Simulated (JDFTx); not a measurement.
WC (Qusongite): single point with PBE

Crystal: WC (Qusongite).

```
W C
1.0
     2.90650    0.00000    0.00000
    -1.45325    2.51710    0.00000
     0.00000    0.00000    2.83660
W C
1 1
Direct
  0.00000 0.00000 0.00000
  0.66667 0.33333 0.50000
```

```json
{"Program": "JDFTx 1.7.0 (patched build)", "Task": "single point", "Functional": "PBE", "Potentials or basis": "PseudoDojo-SR-PBE-0.5-standard with smoothed tails", "Cutoff": "1116 eV", "Density cutoff": "8925 eV", "k mesh": "10 × 10 × 9", "Occupations": "fermi-dirac, width 0.05 eV", "Spin": "no spin polarisation", "Local potential set to -Z/r beyond": "6 bohr", "Bands": "15", "Density cutoff over wavefunction cutoff": "8", "Max SCF steps": "100", "SCF threshold on the energy": "1e-09 Ha", "Solver of the electrons": "scf", "Further solve for the empty bands": "yes"}
```

| Item | Value |
| --- | --- |
| Pressure | 5.7 GPa |
| Band gap on the k mesh | none (metal or under the smearing width) |
| Loewdin charges | W +0.79; C -0.71 e |

Stress tensor (GPa, compression positive):
```
5.98 0.00 0.00
0.00 5.98 0.00
0.00 0.00 5.28
```

Levels at points of the mesh, in eV from the Fermi level:
| k point | band 6 | band 7 | band 8 | band 9 | band 10 | band 11 | band 12 |
| --- | --- | --- | --- | --- | --- | --- | --- |
| (0.00, 0.00, 0.00) | -4.30 | -3.34 | -3.34 | 0.07 | 3.24 | 3.24 | 5.61 |
| (0.00, 0.50, 0.00) | -7.04 | -3.63 | -3.56 | -0.48 | 2.35 | 4.54 | 4.87 |

It took 55 s on 1 thread of Intel(R) Xeon(R) Processor @ 2.70GHz, on a shared host, peak memory 0.15 GiB.

Spin-orbit coupling is left out, which matters for the levels of W.
